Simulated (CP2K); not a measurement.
In:

```
In
1.0
     3.26063    0.00000    0.00000
    -1.08688    3.07415    0.00000
    -1.08688   -1.53708    2.66229
In
1
Direct
  0.00000 0.00000 0.00000
```

This isn't the form of In at room conditions, which is tetragonal.

Base run:

| Property | Result |
| --- | --- |
| Program | CP2K 2026.2 |
| Functional | PBE |
| Potentials or basis | POTENTIAL_UZH In GTH-PBE-q13; TZVP-MOLOPT-PBE-GTH basis |
| Density cutoff | 6123 eV |
| k mesh | 10 × 10 × 10 |
| Occupations | gaussian, width 0.02 eV |
| Spin | no spin polarisation |

Its results: band gap on the k mesh none (metal or under the smearing width); pressure 1.9 GPa.

Question: The run is repeated on the same cell with these changes: functional from PBE to RPBE; occupations from gaussian, width 0.02 eV to gaussian, width 0.1 eV. What comes out?

Answer: Band gap on the k mesh none (metal or under the smearing width); pressure 3.2 GPa.

Caveats: the basis of atomic orbitals isn't converged, which shifts pressures, moduli and gaps; the potentials were made for another functional, which shifts forces and pressure (some runs).
